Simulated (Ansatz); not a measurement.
CoO: how the free axis answers a strain

CoO, P6_3mc, a = 3.167 Å, c = 5.289 Å. This isn't the usual stable structure of the compound. Ansatz: PBE, PAW, 420 eV, Γ-centred 12×12×8 mesh on 4 atoms, Gaussian smearing 0.01 eV; collinear spin, largest moment 2.1 μB, opposite moments cancel in the cell. Series: uniaxial strain along c, with a, b and atoms relaxed; x is the strain in per cent. y is the change of a in per cent of 3.167 Å.

| x (%) | y (%) |
| --- | --- |
| -3.0 | ? |
| -2.0 | 0.77 |
| -1.0 | 0.38 |
| 0.0 | 0.00 |
| 1.0 | -0.38 |
| 2.0 | -0.77 |
| 3.0 | -1.16 |

**Question.** Fit y = c1 x + c2 x² to the other rows, say what c1 measures, and predict the missing y.

**Answer.** Least squares on the rows shown. y = −0.3846 x − 0.0004945 x². So −c1 = 0.385 is Poisson's ratio for this pair of axes. At x = -3.0 the fit asked for gives 1.15 %. The run gave 1.17 %, so the fit is 0.02 % too low, a small miss on the scale of the series.